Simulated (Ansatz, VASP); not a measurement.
One calculation of PbS (Galena), two programs

```
CELL_PARAMETERS angstrom
0.00000 2.96575 2.96575
2.96575 0.00000 2.96575
2.96575 2.96575 0.00000
ATOMIC_POSITIONS crystal
Pb 0.00000 0.00000 0.00000
S 0.50000 0.50000 0.50000
```

Alike in both runs: task single point; functional PBE; k mesh 5 × 5 × 5; occupations fermi-dirac, width 0.06 eV; no spin polarisation.

|  | VASP | Ansatz |
| --- | --- | --- |
| version | VASP 6.6.1 | Ansatz 0.2.0 |
| potentials or method | VASP PAW PBE potentials, release 64 (Pb_d, S), cutoff 520 eV | all-electron LAPW, scalar-relativistic |

|  | VASP | Ansatz | Ansatz less VASP |
| --- | --- | --- | --- |
| gap on the k mesh at the Fermi level (eV) | 1.30 | 1.30 | -0.003 |
| least direct gap on the mesh (eV) | 1.30 | 1.30 | -0.003 |
| pressure (GPa) | 2.0 | 2.0 | +0.08 |

Ansatz ran all-electron here, so the differences hold the error of VASP's frozen core and of both bases.

The runs have no spin-orbit coupling, so splittings on Pb are missing.
